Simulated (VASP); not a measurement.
AlAs:

```
Al As
1.0
     0.00000    2.83040    2.83040
     2.83040    0.00000    2.83040
     2.83040    2.83040    0.00000
Al As
1 1
Cartesian
  0.0000 0.0000 0.0000
  1.4152 1.4152 1.4152
```

```yaml
Program: VASP 6.6.1
Task: relaxation of cell and atoms
Functional: PBE
Potentials_or_basis: VASP PAW PBE potentials, release 64 (Al, As)
Cutoff: 520 eV
k_mesh: 2 × 2 × 2
Occupations: gaussian, width 0.02 eV
Spin: no spin polarisation
```

At the start: pressure 8.0 GPa; volume 22.67 Å³/atom.

Problem. Where does the relaxation end?

Solution. Over 6 steps the energy falls by 57.0 meV/atom and the volume is 25.18 Å³/atom (+11.1 %); space group F-43m (No. 216, to 0.05 Å).

Step by step:
| step | energy change (eV) | largest force (eV/Å) | pressure (GPa) | volume (Å³) |
| --- | --- | --- | --- | --- |
| 1 | 0.0000 | 0.0000 | 7.99 | 45.35 |
| 2 | -0.0871 | 0.0000 | -2.92 | 53.18 |
| 3 | -0.1140 | 0.0000 | 0.01 | 50.36 |
| 4 | -0.1139 | 0.0000 | -0.11 | 50.46 |
| 5 | -0.1140 | 0.0000 | 0.03 | 50.35 |
| 6 | -0.1140 | 0.0000 | 0.00 | 50.37 |

Final structure:
```
Al As
1.0
     0.00000    2.93121    2.93121
     2.93121    0.00000    2.93121
     2.93121    2.93121    0.00000
Al As
1 1
Direct
  0.00000 0.00000 0.00000
  0.25000 0.25000 0.25000
```

Caveat: the k mesh is coarse (spacing up to 0.96 Å⁻¹), so the values aren't converged; the volume moved by +11 % from the deposited cell, more than functionals usually miss.
